The band gap is the energy between the highest filled level of a crystal and its lowest empty one. Here it comes from hybrid density functionals, which replace part of an approximate, semilocal exchange energy by exact exchange. The atoms of ZnO stay fixed, so the rows differ only in the functional and, for the two r2SCAN hybrids, in a higher plane-wave cutoff.

Hybrid-functional DFT with Ansatz 0.2.0 for bulk ZnO (space group P6_3mc) at the fixed r2SCAN geometry, with plane waves, PAW potentials, a 6×6×4 k mesh and fixed occupations, without spin polarisation or spin–orbit coupling. Gaps are the least over the mesh and the named k points; DDH-PBE0 uses 1/ε∞ as its fraction of exact exchange.

| functional | wave cutoff | band gap (eV) | least direct gap (eV) |
| --- | --- | --- | --- |
| DDH-PBE0 | 420 eV | 2.690 | 2.690 |
| HSE06 | 420 eV | 2.532 | 2.532 |
| PBE0 | 420 eV | 3.220 | 3.220 |
| r2SCAN0 | 500 eV | 3.540 | 3.540 |
| r2SCANh | 500 eV | 2.143 | 2.143 |

**Where the methods fail**

The five gaps spread over 1.4 eV for one and the same crystal. The measured gap is roughly 3.4 eV, a recalled value. Against it r2SCANh falls short by about 1.3 eV, HSE06 by 0.9 eV and DDH-PBE0 by 0.7 eV, while PBE0 and r2SCAN0 lie within about 0.2 eV. Lattice vibrations, absent from the calculation, lower the measured gap by an amount of similar size. A calculation with the atoms at rest should therefore give somewhat more than 3.4 eV, which favours r2SCAN0 over PBE0, though differences this small do not settle the ranking.

**Why exact exchange opens the gap**

Consider first the limit without exact exchange. A semilocal functional lets each electron repel part of its own charge, which pushes filled levels too high, while its exchange potential attracts filled and empty states alike. In ZnO the compact Zn 3d shell suffers most, and by standard bonding arguments its raised levels push the O 2p states at the valence top up further. In the opposite limit, full exact exchange, the filled states are free of this self-repulsion, but nothing screens the exchange and the gap becomes far too wide.

A hybrid lies between these limits, and more exact exchange should lower the filled edge and raise the empty one. The band edges of the same runs show both movements, although absolute levels of different functionals compare only approximately. From r2SCANh to r2SCAN0 the exact share grows from 10 to 25 %; the valence top falls by 0.96 eV and the conduction bottom rises by 0.44 eV. Most of the opening thus comes from the filled side, where the self-repulsion acts.

**The exchange fraction as a guess about screening**

How much exact exchange is right depends on how well the other electrons screen the interaction. At long range they weaken it by the electronic dielectric constant $\varepsilon_\infty$, so the suitable fraction is about $1/\varepsilon_\infty$. This tends to one in a vacuum and to zero in a metal. For ZnO $\varepsilon_\infty$ is roughly 3.7, again a recalled value, which asks for about 27 %.

Read in this way, the three low gaps share one fault: each functional treats ZnO as a better screener than it is. The 10 % of r2SCANh would suit a dielectric constant of 10. HSE06 mixes in 25 %, but only at short range; at long range it keeps none, as if the crystal were a metal. Restoring the long-range part, which turns HSE06 into PBE0, opens the gap by 0.69 eV.

**How DDH-PBE0 inherits its error**

DDH-PBE0 is meant to avoid such guesses by setting the fraction to $1/\varepsilon_\infty$ for the material at hand. It takes $\varepsilon_\infty$, however, from PBE, a semilocal functional whose gap for ZnO is much too small. A small gap makes the electrons easy to displace, so the computed crystal screens too strongly and receives too little exact exchange. The correction is weakened by the very error that it should repair.

The table allows an estimate of this effect. Between the two r2SCAN hybrids the gap grows by 1.397 eV over 15 percentage points, or 0.093 eV per point. If the PBE-based hybrids respond equally, the 0.53 eV between DDH-PBE0 and PBE0 corresponds to $0.53/0.093 \approx 5.7$ points. DDH-PBE0 then contains about $25 - 5.7 \approx 19$ % exact exchange, which implies $\varepsilon_\infty \approx 5.2$, well above 3.7.

With 27 % instead, two points more than PBE0, the gap would be about $3.22 + 2 \times 0.093 \approx 3.4$ eV. On this estimate most of the shortfall of DDH-PBE0 comes from its input rather than from the recipe itself; the dielectric constant used in the run is not printed, so this is not checked directly. Both estimates, of the fraction and of this gap, assume a straight-line response that carries over from one family to the other. The fraction was derived from the gap of DDH-PBE0 itself, so that row is interpreted rather than predicted. The printed analysis below lists the steps.

**What the fraction does not settle**

PBE0 and r2SCAN0 both contain 25 % exact exchange, yet their gaps differ by 0.32 eV. The remaining semilocal part therefore probably matters too, though the different cutoffs may contribute. The order of DDH-PBE0 and HSE06, only 0.16 eV apart, is the least secure, because full-range exchange converges more slowly with the k mesh.

For practical use, the gap of a hybrid with exact exchange at full range should be read together with the screening that its exchange fraction implies. If $1/\varepsilon_\infty$ of the real material is clearly larger than the fraction used, the gap is likely to be too small; if it is clearly smaller, too large. HSE06 falls outside this rule: its 25 % is close to the 27 % asked for, but acts only at short range, and its gap is still too small.

The analysis program printed:

```
Gap against the rough recalled measured gap, eV:
       row    gap  gap_less_measured
  DDH-PBE0   2.69              -0.71
     HSE06  2.532             -0.868
      PBE0   3.22              -0.18
   r2SCAN0   3.54               0.14
   r2SCANh  2.143             -1.257
Spread of the five gaps, eV: 1.397
Gap rise r2SCANh to r2SCAN0 (10 to 25 % exchange), eV: 1.397
Valence top shift r2SCANh to r2SCAN0, eV: -0.96
Conduction bottom shift r2SCANh to r2SCAN0, eV: 0.4378
Gap rise HSE06 to PBE0 (long range restored), eV: 0.688
Valence top shift HSE06 to PBE0, eV: -0.3922
Conduction bottom shift HSE06 to PBE0, eV: 0.2954
Gap rise DDH-PBE0 to PBE0, eV: 0.53
Valence top shift DDH-PBE0 to PBE0, eV: -0.3641
Conduction bottom shift DDH-PBE0 to PBE0, eV: 0.1662
r2SCAN0 less PBE0 at equal exchange fraction, eV: 0.32
DDH-PBE0 less HSE06, eV: 0.158
Gap rise per percentage point of exact exchange in the r2SCAN pair, eV: 0.09313
Estimated exchange fraction in DDH-PBE0, percent: 19.31
Dielectric constant implied by that fraction: 5.179
Exchange fraction from the rough recalled dielectric constant, percent: 27.03
Estimated gap with that fraction, eV: 3.409
```
